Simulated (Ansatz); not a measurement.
**Barrier of one jump, H in ZnSnP2**

Theory: Ansatz 0.2.0, DFT PBE, scalar-relativistic, plane waves, PAW. Settings: 420 eV cutoff, 2×2×2 k-mesh, shifted by half a step, Gaussian smearing of 0.02 eV, no spin polarisation.

In a supercell of 16 host sites with charge +1, interstitial H hops to an equivalent place, moving 2.29 Å between the relaxed ends. Climbing-image nudged elastic band at fixed cell with images 0 (start) to 4 (end), the path measured over all atoms, converged to 0.05 eV/Å; the order of the saddle wasn't checked, and the small cell leaves errors of about a tenth of an eV. Zero-point motion and tunnelling, which matter for H, are left out.

Start:

```xyz
17
Lattice="2.8512 -2.8512 5.7170 2.8512 -2.8512 -5.7170 5.7023 5.7023 0.0000" Properties=species:S:1:pos:R:3 pbc="T T T"
Zn    2.9569   -0.0652   -2.7985
Zn    5.6812    2.8636    2.8522
Zn    6.0642    0.2683   -0.3148
Zn   -0.0012   -0.0032    0.0061
Sn    2.7195    0.0227    2.9688
Sn    5.7348    2.8731   -2.8781
Sn    2.9023    2.8366    0.0554
Sn    2.7692   -2.8830   -0.0179
P     4.1514   -1.4384   -4.3099
P     6.9924    1.4389    1.4683
P     1.4282   -1.2765   -1.4313
P     7.2008   -1.3821   -1.4648
P     4.3066    1.3312   -1.4511
P     9.9196    1.2618   -1.3780
P     4.1876   -1.6232    1.6788
P     7.2813    1.4438   -4.2835
H     4.7386   -0.6187    0.8157
```

Atom 17 jumps to (6.666, 0.619, 0.816) Å.

Problem. Give the energy along the band and the structure at its top.

Solution.
| image | path (Å) | E − E(0) (eV) | H x (Å) | H y (Å) | H z (Å) | force on H (eV/Å) |
| --- | --- | --- | --- | --- | --- | --- |
| 0 | 0.00 | 0.000 | 4.739 | -0.619 | 0.816 | 0.01 |
| 1 | 0.77 | 0.177 | 5.245 | -0.411 | 1.265 | 0.49 |
| 2 | 1.54 | 0.790 | 5.702 | 0.000 | 1.411 | 0.02 |
| 3 | 2.30 | 0.177 | 6.160 | 0.411 | 1.265 | 0.49 |
| 4 | 3.07 | 0.000 | 6.666 | 0.619 | 0.816 | 0.01 |

Barrier 0.79 eV. Image 2:
```xyz
17
Lattice="2.8512 -2.8512 5.7170 2.8512 -2.8512 -5.7170 5.7023 5.7023 0.0000" Properties=species:S:1:pos:R:3 pbc="T T T"
Zn    2.8649   -0.0247   -2.8713
Zn    5.6886    2.8759    2.8457
Zn    5.7023    0.0000   -0.3603
Zn    0.0000    0.0000    0.0083
Sn    2.8281    0.0095    2.8684
Sn    5.7254    2.8416   -2.8485
Sn    2.8512    2.8512    0.0676
Sn    2.8512   -2.8512   -0.0928
P     4.1384   -1.4426   -4.2897
P     6.9691    1.3880    1.4561
P     1.4138   -1.2657   -1.4478
P     7.1947   -1.3513   -1.4741
P     4.2100    1.3513   -1.4741
P     9.9909    1.2657   -1.4478
P     4.4356   -1.3880    1.4561
P     7.2663    1.4426   -4.2897
H     5.7023    0.0000    1.4113
```

Cost: 1 run of about 3.4 core-minutes, on Intel Xeon Platinum 8581C (Emerald Rapids) (shared hosts).